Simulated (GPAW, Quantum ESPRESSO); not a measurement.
**CuO: 4 runs at one level of theory**

```
CELL_PARAMETERS angstrom
3.17550 0.00000 0.00000
0.00000 3.17550 0.00000
0.00000 0.00000 4.64953
ATOMIC_POSITIONS crystal
Cu 0.00000 0.00000 0.00000
Cu 0.50000 0.50000 0.00000
O 0.50000 0.00000 0.26700
O 0.00000 0.50000 0.73300
```

Measurements of this composition are mostly on another form, of space group No. 15.

Alike in all runs: task single point; functional PBE; k mesh 8 × 8 × 6; occupations fermi-dirac, width 0.05 eV; no spin polarisation; no spin-orbit coupling. A missing gap at this level doesn't show that the real crystal is a metal. Pressure is positive in compression and, in plane waves, holds the error of the finite cutoff.

| program and potentials | plane-wave cutoff (eV) | notes | band gap (eV) | pressure (GPa) | largest force (eV/Å) |
| --- | --- | --- | --- | --- | --- |
| Quantum ESPRESSO, SSSP 1.3 efficiency PBE | 748 | 8.5 valence electrons an atom on average | no gap | 16.78 | 0.884 |
| GPAW, SG15 ONCV 1.2 | 1100 | 12.5 valence electrons an atom on average | ? | ? | ? |
| GPAW, GPAW PAW data sets (gpaw-data 1.2.1) | 800 | 8.5 valence electrons an atom on average | no gap | 18.62 | 0.664 |
| GPAW, PAW data sets generated for this functional | 800 | 8.5 valence electrons an atom on average | no gap | 18.62 | 0.664 |

Task: Estimate from the other rows what the run with GPAW, SG15 ONCV 1.2 gave.

Result: No band gap; pressure 16.79 GPa; largest force 0.896 eV/Å. The other rows, which needn't bracket it: pressure 16.78 to 18.62; largest force 0.664 to 0.884.
